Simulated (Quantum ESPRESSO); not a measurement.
# CuI (Marshite) (F-43m) in Quantum ESPRESSO: a series of runs, part 3 of 3

Quantum ESPRESSO 7.5. The steps go on from the part before.

**4. Wannier functions, LDA**

File pw.in:

```
&CONTROL
  calculation = 'scf'
  prefix = 'pwscf'
  outdir = './tmp'
  pseudo_dir = './pseudo'
  tprnfor = .true.
  tstress = .true.
  disk_io = 'low'
/
&SYSTEM
  ibrav = 0
  nat = 2
  ntyp = 2
  ecutwfc = 36
  ecutrho = 216
  nbnd = 20
  occupations = 'smearing'
  smearing = 'fd'
  degauss = 0.00367493
/
&ELECTRONS
  conv_thr = 4d-10
  electron_maxstep = 120
  mixing_beta = 0.5
/
ATOMIC_SPECIES
I    126.9045 I.LDA_PW-JTH.UPF
Cu    63.5460 Cu.LDA_PW-JTH.UPF
CELL_PARAMETERS angstrom
   0.0000000000    3.0315000000    3.0315000000
   3.0315000000    0.0000000000    3.0315000000
   3.0315000000    3.0315000000    0.0000000000
ATOMIC_POSITIONS crystal
I      0.0000000000    0.0000000000    0.0000000000
Cu     0.7500000000    0.7500000000    0.7500000000
K_POINTS automatic
6 6 6 0 0 0
```

File nscf.in:

```
&CONTROL
  calculation = 'nscf'
  prefix = 'pwscf'
  outdir = './tmp'
  pseudo_dir = './pseudo'
  disk_io = 'low'
/
&SYSTEM
  ibrav = 0
  nat = 2
  ntyp = 2
  ecutwfc = 36
  ecutrho = 216
  nbnd = 26
  occupations = 'smearing'
  smearing = 'fd'
  degauss = 0.00367493
  nosym = .true.
  noinv = .true.
/
&ELECTRONS
  conv_thr = 1d-09
  electron_maxstep = 120
  mixing_beta = 0.5
  diago_full_acc = .true.
/
ATOMIC_SPECIES
I    126.9045 I.LDA_PW-JTH.UPF
Cu    63.5460 Cu.LDA_PW-JTH.UPF
CELL_PARAMETERS angstrom
   0.0000000000    3.0315000000    3.0315000000
   3.0315000000    0.0000000000    3.0315000000
   3.0315000000    3.0315000000    0.0000000000
ATOMIC_POSITIONS crystal
I      0.0000000000    0.0000000000    0.0000000000
Cu     0.7500000000    0.7500000000    0.7500000000
K_POINTS crystal
125
  0.00000000   0.00000000   0.00000000 8.00000000e-03
  0.00000000   0.00000000   0.20000000 8.00000000e-03
  0.00000000   0.00000000   0.40000000 8.00000000e-03
  0.00000000   0.00000000   0.60000000 8.00000000e-03
  0.00000000   0.00000000   0.80000000 8.00000000e-03
  0.00000000   0.20000000   0.00000000 8.00000000e-03
[... 117 lines left out ...]
  0.80000000   0.80000000   0.60000000 8.00000000e-03
  0.80000000   0.80000000   0.80000000 8.00000000e-03
```

File pw2wan.in:

```
&INPUTPP
  prefix = 'pwscf'
  outdir = './tmp'
  seedname = 'w'
  write_mmn = .true.
  write_amn = .true.
/
```

File bands.in:

```
&CONTROL
  calculation = 'bands'
  prefix = 'pwscf'
  outdir = './tmp'
  pseudo_dir = './pseudo'
  disk_io = 'low'
/
&SYSTEM
  ibrav = 0
  nat = 2
  ntyp = 2
  ecutwfc = 36
  ecutrho = 216
  nbnd = 26
  occupations = 'smearing'
  smearing = 'fd'
  degauss = 0.00367493
/
&ELECTRONS
  conv_thr = 1d-08
  electron_maxstep = 120
  mixing_beta = 0.5
  diago_full_acc = .true.
/
ATOMIC_SPECIES
I    126.9045 I.LDA_PW-JTH.UPF
Cu    63.5460 Cu.LDA_PW-JTH.UPF
CELL_PARAMETERS angstrom
   0.0000000000    3.0315000000    3.0315000000
   3.0315000000    0.0000000000    3.0315000000
   3.0315000000    3.0315000000    0.0000000000
ATOMIC_POSITIONS crystal
I      0.0000000000    0.0000000000    0.0000000000
Cu     0.7500000000    0.7500000000    0.7500000000
K_POINTS crystal
77
  0.00000000   0.00000000   0.00000000 1
  0.04166700   0.00000000   0.04166700 1
  0.08333300   0.00000000   0.08333300 1
  0.12500000   0.00000000   0.12500000 1
  0.16666700   0.00000000   0.16666700 1
  0.20833300   0.00000000   0.20833300 1
[... 69 lines left out ...]
  0.53125000   0.06250000   0.53125000 1
  0.50000000   0.00000000   0.50000000 1
```

File w.win:

```
num_wann = 13
num_bands = 22
guiding_centres = true
dis_froz_max = 8.9
dis_num_iter = 600
dis_mix_ratio = 0.5
dis_conv_tol = 1.0d-9
num_iter = 400
conv_tol = 1.0d-9
conv_window = 4
num_print_cycles = 40
fermi_energy = 7.4371
bands_plot = true
write_hr = true
mp_grid = 5 5 5
exclude_bands = 1-4
begin projections
I: s;p
Cu: s;p;d
end projections
begin unit_cell_cart
ang
  0.0000000000   3.0315000000   3.0315000000
  3.0315000000   0.0000000000   3.0315000000
  3.0315000000   3.0315000000   0.0000000000
end unit_cell_cart
begin atoms_frac
I    0.0000000000   0.0000000000   0.0000000000
Cu   0.7500000000   0.7500000000   0.7500000000
end atoms_frac
begin kpoint_path
G   0.0000000000   0.0000000000   0.0000000000  X   0.5000000000   0.0000000000   0.5000000000
X   0.5000000000   0.0000000000   0.5000000000  W   0.5000000000   0.2500000000   0.7500000000
W   0.5000000000   0.2500000000   0.7500000000  K   0.3750000000   0.3750000000   0.7500000000
K   0.3750000000   0.3750000000   0.7500000000  G   0.0000000000   0.0000000000   0.0000000000
G   0.0000000000   0.0000000000   0.0000000000  L   0.5000000000   0.5000000000   0.5000000000
L   0.5000000000   0.5000000000   0.5000000000  U   0.6250000000   0.2500000000   0.6250000000
U   0.6250000000   0.2500000000   0.6250000000  W   0.5000000000   0.2500000000   0.7500000000
W   0.5000000000   0.2500000000   0.7500000000  L   0.5000000000   0.5000000000   0.5000000000
L   0.5000000000   0.5000000000   0.5000000000  K   0.3750000000   0.3750000000   0.7500000000
U   0.6250000000   0.2500000000   0.6250000000  X   0.5000000000   0.0000000000   0.5000000000
end kpoint_path
bands_num_points = 12
begin kpoints
  0.00000000   0.00000000   0.00000000
  0.00000000   0.00000000   0.20000000
  0.00000000   0.00000000   0.40000000
  0.00000000   0.00000000   0.60000000
  0.00000000   0.00000000   0.80000000
  0.00000000   0.20000000   0.00000000
[... 117 lines left out ...]
  0.80000000   0.80000000   0.60000000
  0.80000000   0.80000000   0.80000000
end kpoints
```

Potentials or basis: JTH 2.0 LDA.

Launch:

```sh
$ OMP_NUM_THREADS=1 pw.x -in pw.in > pw.out
$ OMP_NUM_THREADS=1 pw.x -in nscf.in > nscf.out
$ wannier90.x -pp w
$ OMP_NUM_THREADS=1 pw2wannier90.x -in pw2wan.in > pw2wan.out
$ wannier90.x w
$ OMP_NUM_THREADS=1 pw.x -in bands.in > bands.out
```

pw.out:

```text
This program is part of the open-source Quantum ESPRESSO suite
     for quantum simulation of materials; please cite
         "P. Giannozzi et al., J. Phys.:Condens. Matter 21 395502 (2009);
         "P. Giannozzi et al., J. Phys.:Condens. Matter 29 465901 (2017);
         "P. Giannozzi et al., J. Chem. Phys. 152 154105 (2020);
     in publications or presentations arising from this work. More details at

     file I.LDA_PW-JTH.UPF: wavefunction(s)  0S 0P renormalized
     file Cu.LDA_PW-JTH.UPF: wavefunction(s)  3S 3P 0P 3D 0D renormalized
     Message from routine setup:
     using ibrav=0 with symmetry is DISCOURAGED, use correct ibrav instead

     G-vector sticks info
     --------------------
     sticks:   dense  smooth     PW     G-vecs:    dense   smooth      PW
     Sum         967     649    199                20107    10969    1917

     Using Slab Decomposition

     bravais-lattice index     =            0
     lattice parameter (alat)  =       8.1016  a.u.
     unit-cell volume          =     376.0099 (a.u.)^3
     number of atoms/cell      =            2
     number of atomic types    =            2
     number of electrons       =        26.00
     number of Kohn-Sham states=           20
     kinetic-energy cutoff     =      36.0000  Ry
     charge density cutoff     =     216.0000  Ry
     scf convergence threshold =      4.0E-10
     mixing beta               =       0.5000
     number of iterations used =            8  plain     mixing
     Exchange-correlation= SLA PW NOGX NOGC
                           (   1   4   0   0   0   0   0)

     celldm(1)=   8.101612  celldm(2)=   0.000000  celldm(3)=   0.000000
     celldm(4)=   0.000000  celldm(5)=   0.000000  celldm(6)=   0.000000

     crystal axes: (cart. coord. in units of alat)
               a(1) = (   0.000000   0.707107   0.707107 )
               a(2) = (   0.707107   0.000000   0.707107 )
               a(3) = (   0.707107   0.707107   0.000000 )

     reciprocal axes: (cart. coord. in units 2 pi/alat)
               b(1) = ( -0.707107  0.707107  0.707107 )
               b(2) = (  0.707107 -0.707107  0.707107 )
               b(3) = (  0.707107  0.707107 -0.707107 )

     PseudoPot. # 1 for I  read from file:
     I.LDA_PW-JTH.UPF
     Pseudo is Projector augmented-wave + core cor, Zval =  7.0
     Generated using ATOMPAW code
     Shape of augmentation charge: SINC**2
     Using radial grid of 1095 points,  4 beta functions with:
                l(1) =   0
                l(2) =   0
                l(3) =   1
                l(4) =   1
     Q(r) pseudized with 0 coefficients

     PseudoPot. # 2 for Cu read from file:
     Cu.LDA_PW-JTH.UPF
     Pseudo is Projector augmented-wave + core cor, Zval = 19.0
     Generated using ATOMPAW code
     Shape of augmentation charge: SINC**2
     Using radial grid of 1047 points,  6 beta functions with:
                l(1) =   0
                l(2) =   0
[... 58 lines left out ...]

     Davidson diagonalization with overlap
     ethr =  1.97E-04,  avg # of iterations =  4.1

     negative rho (up, down):  4.085E-03 0.000E+00
[... 85 lines left out ...]
     iteration # 11     ecut=    36.00 Ry     beta= 0.50
     Davidson diagonalization with overlap
     ethr =  2.65E-11,  avg # of iterations =  2.0

     negative rho (up, down):  4.275E-03 0.000E+00

     End of self-consistent calculation

          k = 0.0000 0.0000 0.0000 (  1363 PWs)   bands (ev):

  -103.7209 -61.5714 -61.5714 -61.5714  -7.1120   3.3283   3.3283   3.3283
     5.0843   5.0843   6.9720   6.9720   6.9720   7.9021  11.8486  11.8486
    11.8486  15.2550  16.8965  16.8965

          k = 0.1179 0.1179-0.1179 (  1381 PWs)   bands (ev):
[... 37 lines left out ...]
  -103.7209 -61.5716 -61.5715 -61.5713  -6.5727   1.7148   2.9595   3.3679
     5.0648   5.0943   5.2933   5.7576   6.2785   9.9766  11.9919  12.9285
    13.4053  15.9557  16.9928  18.3173

          k = 0.0000-0.2357 0.2357 (  1370 PWs)   bands (ev):

  -103.7209 -61.5721 -61.5715 -61.5712  -6.8125   2.3273   3.1557   3.3752
     5.0405   5.1075   5.7229   6.0245   6.6639   9.7732  11.7160  12.5064
    12.6014  15.0323  16.6294  17.8050

          k = 0.4714 0.0000-0.0000 (  1379 PWs)   bands (ev):
[... 13 lines left out ...]
  -103.7209 -61.5723 -61.5718 -61.5716  -6.4257   1.8287   2.4130   3.3222
     4.9673   5.0906   5.3187   5.4071   5.8823  10.1696  12.1015  14.0202
    14.2395  15.1355  16.5576  20.5371

          k =-0.7071 0.0000 0.0000 (  1362 PWs)   bands (ev):

  -103.7209 -61.5713 -61.5713 -61.5713  -6.3803   1.3882   3.2302   3.2302
     5.0592   5.1348   5.1875   5.4589   5.4589   9.5707   9.7896  16.0005
    16.8266  16.8266  18.8754  19.5143

          k =-0.2357-0.4714 0.7071 (  1370 PWs)   bands (ev):
[... 7 lines left out ...]
  -103.7209 -61.5721 -61.5719 -61.5715  -6.4257   1.7690   2.5521   3.2498
     4.9949   5.0907   5.2334   5.4613   5.8180  10.8740  11.5667  12.9189
    14.5309  15.5051  18.2784  19.2277

          k =-0.7071 0.2357 0.0000 (  1368 PWs)   bands (ev):

  -103.7209 -61.5717 -61.5714 -61.5713  -6.3775   1.6738   2.6947   3.1579
     5.0397   5.0404   5.1777   5.3721   5.6564  10.7438  10.8250  14.0823
    14.0982  17.2137  19.0174  19.2486

     the Fermi energy is     7.4672 ev

!    total energy              =    -848.98575553 Ry
     total all-electron energy =      -848.985756 Ry
     estimated scf accuracy    <          1.3E-11 Ry
     smearing contrib. (-TS)   =      -0.00000012 Ry
     internal energy E=F+TS    =    -848.98575541 Ry

     The total energy is F=E-TS. E is the sum of the following terms:
     one-electron contribution =    -395.90421184 Ry
     hartree contribution      =     150.63267848 Ry
     xc contribution           =     -38.58170017 Ry
     ewald contribution        =    -182.68600943 Ry
     one-center paw contrib.   =    -382.44651246 Ry

     convergence has been achieved in  11 iterations

     negative rho (up, down):  4.275E-03 0.000E+00

     Forces acting on atoms (cartesian axes, Ry/au):

     atom    1 type  1   force =     0.00000000   -0.00000000   -0.00000000
     atom    2 type  2   force =    -0.00000000   -0.00000000    0.00000000

     Total force =     0.000000     Total SCF correction =     0.000000

     Computing stress (Cartesian axis) and pressure

     negative rho (up, down):  4.275E-03 0.000E+00
          total   stress  (Ry/bohr**3)                   (kbar)     P=      -55.68
  -0.00037851   0.00000000   0.00000000          -55.68        0.00        0.00
   0.00000000  -0.00037851  -0.00000000            0.00      -55.68       -0.00
   0.00000000  -0.00000000  -0.00037851            0.00       -0.00      -55.68

=------------------------------------------------------------------------------=
   JOB DONE.
=------------------------------------------------------------------------------=
```

Run time: 2.1 min. Hardware: 1 thread of Arm Neoverse V2, shared host; peak memory 0.11 GiB.

What came out:

```yaml
Free_energy: -11551.0397 eV
Band_gap_on_the_k_mesh: 0.93 eV, direct
Band_gap_along_the_path: 0.93 eV, direct
Total_Wannier_spread: 13.99 Å² over 13 functions
RMS_miss_of_the_Wannier_bands: 0.008 eV
```

Levels at the corners of the path, in eV from the valence-band top:
| point | band 10 | band 11 | band 12 | band 13 | band 14 | band 15 | band 16 | band 17 |
| --- | --- | --- | --- | --- | --- | --- | --- | --- |
| Γ | -1.89 | 0.00 | 0.00 | 0.00 | 0.93 | 4.88 | 4.88 | 4.88 |
| X | -1.84 | -1.78 | -1.51 | -1.51 | 2.60 | 2.82 | 9.03 | 9.85 |
| W | -1.94 | -1.79 | -1.62 | -1.28 | 4.46 | 4.58 | 6.01 | 6.34 |
| K | -1.85 | -1.74 | -1.53 | -1.26 | 3.00 | 4.56 | 7.49 | 7.94 |
| Γ | -1.89 | 0.00 | 0.00 | 0.00 | 0.93 | 4.88 | 4.88 | 4.88 |
| L | -1.85 | -1.80 | -0.72 | -0.72 | 2.02 | 5.42 | 5.42 | 7.29 |
| U | -1.85 | -1.74 | -1.53 | -1.26 | 3.00 | 4.56 | 7.49 | 7.94 |
| W | -1.94 | -1.79 | -1.62 | -1.28 | 4.46 | 4.58 | 6.01 | 6.34 |
| L | -1.85 | -1.80 | -0.72 | -0.72 | 2.02 | 5.42 | 5.42 | 7.29 |
| K | -1.85 | -1.74 | -1.53 | -1.26 | 3.00 | 4.56 | 7.49 | 7.94 |
| U | -1.85 | -1.74 | -1.53 | -1.26 | 3.00 | 4.56 | 7.49 | 7.94 |
| X | -1.84 | -1.78 | -1.51 | -1.51 | 2.60 | 2.82 | 9.03 | 9.85 |

Wannier functions:
```
function  nearest atom  distance (Å)  spread (Å²)  on-site energy from the reference level (eV)
       1           1 I          0.63         1.17                                         -3.99
       2           1 I          0.63         1.17                                         -3.99
       3           1 I          0.63         1.17                                         -4.00
       4           1 I          0.63         1.17                                         -3.99
       5          2 Cu          0.90         1.57                                          2.87
       6          2 Cu          0.90         1.57                                          2.83
       7          2 Cu          0.90         1.57                                          2.81
       8          2 Cu          0.90         1.57                                          2.84
       9          2 Cu          0.01         0.53                                         -2.28
      10          2 Cu          0.08         0.64                                         -1.67
      11          2 Cu          0.14         0.66                                         -1.50
      12          2 Cu          0.08         0.57                                         -2.04
      13          2 Cu          0.09         0.65                                         -1.61
```

Parts of the spread (Å²): invariant 11.65, diagonal 0.006, off-diagonal 2.34, total 13.99. Against the direct bands the interpolation misses by 8 meV (root mean square) and 77 meV at most, for states up to 1 eV over the reference level.

Caveat: the cutoff is too short for stress, so the log's stress isn't used; the cutoff is low for these files, which shifts pressure and relaxed volume; the cutoff lies well under what these potentials need, so the values aren't converged; spin-orbit coupling is left out, which moves the levels of the heavy elements; the Wannier minimisation didn't converge.

**5. Against experiment**

Step 2. Measured high-frequency dielectric constant of CuI: 4.84 (a printed reference work, data compilation). This calculation gives 6.83 (+41.1 %). So large a miss can be the level of theory's own, or it may mean another phase, state or a wrong row.

Step 3. Measured high-frequency dielectric constant of CuI: 4.84 (a printed reference work, data compilation). This calculation gives 6.93 (+43.1 %). So large a miss can be the level of theory's own, or it may mean another phase, state or a wrong row.
